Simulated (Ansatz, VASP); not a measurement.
# ScAl3 in VASP and in Ansatz

INCAR

```
SYSTEM = ScAl3
ALGO     = Normal         ! electronic algorithm
EDIFF    = 1E-7           ! SCF threshold, eV
ENCUT    = 520            ! plane-wave cutoff, eV
GGA      = PE             ! functional
ISIF     = 2              ! what is computed and relaxed
ISMEAR   = 0              ! smearing method
LASPH    = .TRUE.         ! aspherical terms in the spheres
LCHARG   = .FALSE.        ! write CHGCAR
LREAL    = .FALSE.        ! projectors in reciprocal space
LWAVE    = .FALSE.        ! write WAVECAR
NBANDS   = 18             ! bands
NELM     = 80             ! most SCF steps
PREC     = Accurate       ! precision mode
SIGMA    = 0.1            ! smearing width, eV
```

The input KPOINTS:

```
k-points
0
G
  4 4 4
  0 0 0
```

Contents of POSCAR:

```
ScAl3
1.0
    4.0878067000      0.0000000000      0.0000000000
    0.0000000000      4.0878067000      0.0000000000
    0.0000000000      0.0000000000      4.0878067000
Sc Al
1 3
Direct
    0.0000000000      0.0000000000      0.0000000000
    0.5000000000      0.0000000000      0.5000000000
    0.0000000000      0.5000000000      0.5000000000
    0.5000000000      0.5000000000      0.0000000000
```

Input for Ansatz:

```yaml
crystal:
  lattice:
    - [4.0878067, 0.0, 0.0]
    - [0.0, 4.0878067, 0.0]
    - [0.0, 0.0, 4.0878067]
  atoms:
    - { symbol: Sc, position: [0.0, 0.0, 0.0] }
    - { symbol: Al, position: [0.5, 0.0, 0.5] }
    - { symbol: Al, position: [0.0, 0.5, 0.5] }
    - { symbol: Al, position: [0.5, 0.5, 0.0] }
basis:
  ecutwfc: 420
kpoints:
  mp_grid: { grid: [4, 4, 4] }
hamiltonian:
  xc: pbe
scf:
  occupations: { method: gaussian, width: 0.1 }
  lower_state_search: "off"
output:
  forces: true
  stress: true
  eigenvalues: true
```

Alike in both runs: task single point; functional PBE; k mesh 4 × 4 × 4; occupations gaussian, width 0.1 eV; no spin polarisation.

|  | VASP | Ansatz |
| --- | --- | --- |
| version | VASP 6.6.1 | Ansatz 0.2.0 |
| potentials or method | VASP PAW PBE potentials, release 64 (Sc_sv, Al) | scalar-relativistic, plane waves, PAW |
| plane-wave cutoff (eV) | 520 | 420 |
| valence electrons in the cell | 20 | 20 |

Ansatz gave:

| Property | Result |
| --- | --- |
| gap on the k mesh at the Fermi level (eV) | none |
| pressure (GPa) | 1.3 |

Question: What did VASP give for the same quantities?

Answer: gap on the k mesh at the Fermi level (eV): none; pressure (GPa): 1.4.

A gap of «none» marks a metal or a gap that the smearing closes.

Caveats: the k mesh is coarse (spacing up to 0.38 Å⁻¹), so the values aren't converged.
